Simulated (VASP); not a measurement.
# Se (P3_121) in VASP: notebook, part 2 of 3

VASP 6.6.1.

## Step 3: Dielectric tensor, LDA

The input, INCAR:

```
PREC = Accurate
ENCUT = 340
EDIFF = 1E-8
ISMEAR = 0
SIGMA = 0.01
LREAL = False
LASPH = True
NELM = 100
ALGO = Normal
ISIF = 2
LWAVE = False
LCHARG = False
LEPSILON = True
```

The input, KPOINTS:

```
regular mesh
0
Gamma
  8 8 7
```

The input, POSCAR:

```
Se
1.0
    4.3662000000      0.0000000000      0.0000000000
   -2.1831000000      3.7812401180      0.0000000000
    0.0000000000      0.0000000000      4.9536000000
Se
3
Direct
    0.7746000000      0.7746000000      0.0000000000
    0.0000000000      0.2254000000      0.6666666667
    0.2254000000      0.0000000000      0.3333333333
```

Potentials or basis: VASP PAW LDA potentials, release 64 (Se).

Started as:

```console
> cat potpaw_LDA.64/Se/POTCAR > POTCAR
> mpirun -np 1 vasp_std > vasp.out
```

OUTCAR:

```text
PREC = Accurate
   ENCUT = 340
   EDIFF = 1E-8
   ISMEAR = 0
   LREAL = False
   LASPH = True
   NELM = 100
   ISIF = 2
   LEPSILON = True

 Found     55 irreducible k-points:

 Following reciprocal coordinates:
            Coordinates               Weight
  0.000000  0.000000  0.000000      1.000000
  0.125000  0.000000  0.000000      6.000000
  0.250000  0.000000  0.000000      6.000000
  0.375000  0.000000  0.000000      6.000000
  0.500000  0.000000  0.000000      3.000000
  0.125000  0.125000  0.000000      6.000000
   k-points           NKPTS =     55   k-points in BZ     NKDIM =     55   number of bands    NBANDS=     13
   number of dos      NEDOS =    301   number of ions     NIONS =      3
   total plane-waves  NPLWV =  23520
   dimension x,y,z NGX =    28 NGY =   28 NGZ =   30
   dimension x,y,z NGXF=    56 NGYF=   56 NGZF=   60
   ions per type =               3
   NGX,Y,Z   is equivalent  to a cutoff of  10.66, 10.66, 10.07 a.u.
   NGXF,Y,Z  is equivalent  to a cutoff of  21.32, 21.32, 20.14 a.u.
 SYSTEM =  unknown system
   PREC   = accura    normal or accurate (medium, high low for compatibility)
   ISTART =      0    job   : 0-new  1-cont  2-samecut
   ICHARG =      2    charge: 1-file 2-atom 10-const
   ISPIN  =      1    spin polarized calculation?
   LNONCOLLINEAR =      F non collinear calculations
   LSORBIT =      F    spin-orbit coupling
   LASPH  =      T    aspherical Exc in radial PAW
   ENCUT  =  340.0 eV  24.99 Ry    5.00 a.u.   6.56  6.56  7.45*2*pi/ulx,y,z
   NELM   =    100;   NELMIN=  2; NELMDL= -5     # of ELM steps
   EDIFF  = 0.1E-07   stopping-criterion for ELM
   LREAL  =      F    real-space projection
   EDIFFG = 0.1E-06   stopping-criterion for IOM
   NSW    =      0    number of steps for IOM
   IBRION =     -1    ionic relax: 0-MD 1-quasi-New 2-CG
   NFREE  =      0    steps in history (QN), initial steepest desc. (CG)
   ISIF   =      2    stress and relaxation
   ISYM   =      2    0-nonsym 1-usesym 2-fastsym
   POTIM  = 0.5000    time-step for ionic-motion
   TEBEG  =    0.0;   TEEND  =   0.0 temperature during run
   PSTRESS=    0.0 pullay stress
   NELECT =      18.0000    total number of electrons
   NUPDOWN=      -1.0000    fix difference up-down
   EMIN   =  10.00;   EMAX   =-10.00  energy-range for DOS
   EFERMI =   0.00;   METHOD = LEGACY
   ISMEAR =     0;   SIGMA  =   0.01  broadening in eV -4-tet -1-fermi 0-gaus
   EFERMI_NEDOS =   21; number of points for ismear=-14 and -15
   IALGO  =     38    algorithm
   IMIX   =      4    mixing-type and parameters
     AMIX     =   0.40;   BMIX     =  1.00
     AMIX_MAG =   1.60;   BMIX_MAG =  1.00
  volume/ion in A,a.u.               =      27.26       183.96
  Fermi-wavevector in a.u.,A,eV,Ry     =   0.988430  1.867862 13.292817  0.976995
  Thomas-Fermi vector in A             =   2.119956
   LORBIT       =      0    0 simple, 1 ext, 2 COOP (PROOUT), +10 PAW based schemes
   GGA     = CA    functional components
   LHFCALC =     F    Hartree Fock is set to
   AEXX    =    0.0000 exact exchange contribution
   IVDW    =     0    specifies the selected vdW correction
   LEPSILON=     T    determine dielectric tensor
   LRPA    =     F    only Hartree local field effects (RPA)
 non-spin polarized calculation
 Gauss-broadening in eV      SIGMA  =   0.01
[... 117 lines left out ...]
  --------------------------------------------------------------------------------------
  -------------------------------------------------------------------------------------
  Total       -0.8004656     -0.8004656     -0.0621392      0.0000000      0.0000000      0.0000000
  in kB      -15.6817459    -15.6817459     -1.2173549      0.0000000      0.0000000      0.0000000
  external PRESSURE =     -10.8602822 kB  Pullay stress =       0.0000000 kB

 VOLUME and BASIS-vectors are now :
 -----------------------------------------------------------------------------
  energy-cutoff  :      340.00
  volume of cell :       81.78
      direct lattice vectors                 reciprocal lattice vectors
     4.366200000  0.000000000  0.000000000     0.229032110  0.132231751  0.000000000
    -2.183100000  3.781240118  0.000000000     0.000000000  0.264463501  0.000000000
     0.000000000  0.000000000  4.953600000     0.000000000  0.000000000  0.201873385

 POSITION                                       TOTAL-FORCE (eV/Angst)
 -----------------------------------------------------------------------------------
      1.69103      2.92895      0.00000        -0.132544     -0.229574      0.000000
     -0.49207      0.85229      3.30240        -0.132544      0.229574     -0.000000
      0.98414      0.00000      1.65120         0.265089      0.000000      0.000000
 -----------------------------------------------------------------------------------
    total drift:                                0.000001      0.000001     -0.000000

  FREE ENERGIE OF THE ION-ELECTRON SYSTEM (eV)
  ---------------------------------------------------
  free  energy   TOTEN  =       -12.3233925715 eV

  energy  without entropy=      -12.3233925715  energy(sigma->0) =      -12.32339257

 HEAD OF MICROSCOPIC STATIC DIELECTRIC TENSOR (INDEPENDENT PARTICLE, excluding Hartree and local field effects)
 ------------------------------------------------------
          11.489730     0.000000     0.000000
           0.000000    11.489730     0.000000
          -0.000000     0.000000    16.358558
 ------------------------------------------------------

 Free energy of the ion-electron system (eV)
  ---------------------------------------------------
  ---------------------------------------------------
  free energy    TOTEN  =        -2.11997033 eV

  energy without entropy =       -2.11997033

------------------------ aborting loop because EDIFF is reached ----------------------------------------

--------------------------------------- Ionic step        2  -------------------------------------------

------------------------ aborting loop because EDIFF is reached ----------------------------------------

--------------------------------------- Ionic step        3  -------------------------------------------

 Free energy of the ion-electron system (eV)
  ---------------------------------------------------
  ---------------------------------------------------
  free energy    TOTEN  =        -3.34673945 eV

  energy without entropy =       -3.34673945

------------------------ aborting loop because EDIFF is reached ----------------------------------------

 PIEZOELECTRIC TENSOR FIELD DIRECTION 3  (e Angst)
 -----------------------------------------------------------------------------
     0.00017 -0.00000  0.00000           (  0.00000 -0.00000  0.00000)
     0.00000  0.00017  0.00000           ( -0.00000  0.00000  0.00000)
     0.00000  0.00000  0.00045           (  0.00000  0.00000 -0.00001)

 PIEZOELECTRIC TENSOR FIELD DIRECTION 3  (C/m^2)
 -----------------------------------------------------------------------------
     0.00003 -0.00000  0.00000
     0.00000  0.00003  0.00000
     0.00000  0.00000  0.00009

 MACROSCOPIC STATIC DIELECTRIC TENSOR (including local field effects in DFT)
 ------------------------------------------------------
           9.966870     0.000000    -0.000000
           0.000000     9.966870     0.000000
          -0.000000     0.000000    15.096392
 ------------------------------------------------------

 PIEZOELECTRIC TENSOR (including local field effects)  for field in x, y, z        (e  Angst)
          XX          YY          ZZ          XY          YZ          ZX
  --------------------------------------------------------------------------------
  x    -1.75858     1.75858    -0.00000     0.00000     0.14513     0.00000
  y     0.00000     0.00000    -0.00000     1.75858     0.00000    -0.14514
  z    -0.00000     0.00000     0.00000     0.00000     0.00000     0.00000

 PIEZOELECTRIC TENSOR (including local field effects)  for field in x, y, z        (C/m^2)
          XX          YY          ZZ          XY          YZ          ZX
  --------------------------------------------------------------------------------
  x    -0.34452     0.34452    -0.00000     0.00000     0.02843     0.00000
  y     0.00000     0.00000    -0.00000     0.34452     0.00000    -0.02843
  z    -0.00000     0.00000     0.00000     0.00000     0.00000     0.00000

 BORN EFFECTIVE CHARGES (including local field effects) (in |e|, cummulative output)
 ---------------------------------------------------------------------------------
 ion    1
    1    -0.43107     0.74664     0.36531
    2     0.74664     0.43107    -0.21091
    3     0.71821    -0.41466    -0.00000
 ion    2
    1    -0.43107    -0.74664    -0.36531
    2    -0.74664     0.43107    -0.21091
    3    -0.71821    -0.41466    -0.00000
 ion    3
    1     0.86214     0.00000     0.00000
    2     0.00000    -0.86214     0.42183
    3     0.00000     0.82932    -0.00000
```

OSZICAR:

```text
N       E                     dE             d eps       ncg     rms          rms(c)
DAV:   1     0.689906940521E+02    0.68991E+02   -0.57723E+03  1430   0.817E+02
DAV:   2    -0.756000586468E+01   -0.76551E+02   -0.73440E+02  1890   0.157E+02
DAV:   3    -0.124055305246E+02   -0.48455E+01   -0.48182E+01  1690   0.461E+01
DAV:   4    -0.124492006009E+02   -0.43670E-01   -0.43635E-01  1675   0.516E+00
[... 11 lines left out ...]
RMM:   6    -0.334571926698E+01   -0.85325E-03   -0.69760E-05  3411   0.484E-02    0.245E-02
RMM:   7    -0.334649591207E+01   -0.77665E-03   -0.85031E-06  3428   0.197E-02    0.331E-03
RMM:   8    -0.334675150890E+01   -0.25560E-03   -0.25652E-06  3300   0.501E-03    0.110E-03
RMM:   9    -0.334674328512E+01    0.82238E-05   -0.25154E-06  3539   0.139E-03    0.135E-04
RMM:  10    -0.334673742121E+01    0.58639E-05    0.11295E-06  3115   0.233E-04    0.822E-05
RMM:  11    -0.334673944580E+01   -0.20246E-05   -0.89290E-07  2281   0.817E-05    0.765E-06
```

Run time: 4.4 min. Hardware: 1 thread of AMD EPYC 9R45 (Zen 5), shared host; peak memory 0.33 GiB.

The run converged, but some of its settings lie outside the range that counts as converged, so its numbers aren't taken as properties of the crystal.

Results:

| Property | Result |
| --- | --- |
| Band gap on the k mesh | 1.10 eV, indirect (least direct gap 1.33 eV) |
| Electronic dielectric tensor (diagonal) | 9.97, 9.97, 15.10 |
| Born charges (mean of the diagonal) | Se +0.00 e |

Caveat: an odd mesh through Γ misses points on the zone boundary, where band edges often lie.

[end of part 2 of 3]
